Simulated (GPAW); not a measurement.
SrO:

```
CELL_PARAMETERS angstrom
0.00000 2.56630 2.56630
2.56630 0.00000 2.56630
2.56630 2.56630 0.00000
ATOMIC_POSITIONS crystal
Sr 0.50000 0.50000 0.50000
O 0.00000 0.00000 0.00000
```

```yaml
Program: GPAW 26.7.0
Task: relaxation of cell and atoms
Functional: PBEsol
Dispersion: D3(BJ)
Potentials_or_basis: PAW data sets generated in the run's folder for this functional
Cutoff: 800 eV
Basis: pw
k_mesh: 9 × 9 × 9
Occupations: fermi-dirac, width 0.05 eV
Spin: no spin polarisation
```

At the start: pressure -2.5 GPa; volume 16.90 Å³/atom.

Problem. How do energy, volume and symmetry change on relaxing?

Solution. Over 7 steps the energy falls by 3.3 meV/atom and the volume is 16.38 Å³/atom (-3.1 %); space group Fm-3m (No. 225, to 0.05 Å).

Step by step:
```
step  energy change (eV)  largest force (eV/Å)  pressure (GPa)  volume (Å³)
   1              0.0000                0.0000           -2.55        33.80
   2             -0.0019                0.0000           -2.19        33.67
   3             -0.0047                0.0000           -1.50        33.42
   4             -0.0066                0.0000           -0.56        33.09
   5             -0.0066                0.0000            0.51        32.74
   6             -0.0066                0.0000            0.49        32.74
   7             -0.0067                0.0000            0.45        32.76
```

Final structure:
```
Sr O
1.0
     0.00000    2.53954    2.53954
     2.53954    0.00000    2.53954
     2.53954    2.53954    0.00000
Sr O
1 1
Direct
  0.50000 0.50000 0.50000
  0.00000 0.00000 0.00000
```

Caveat: later steps reuse the first step's grids.
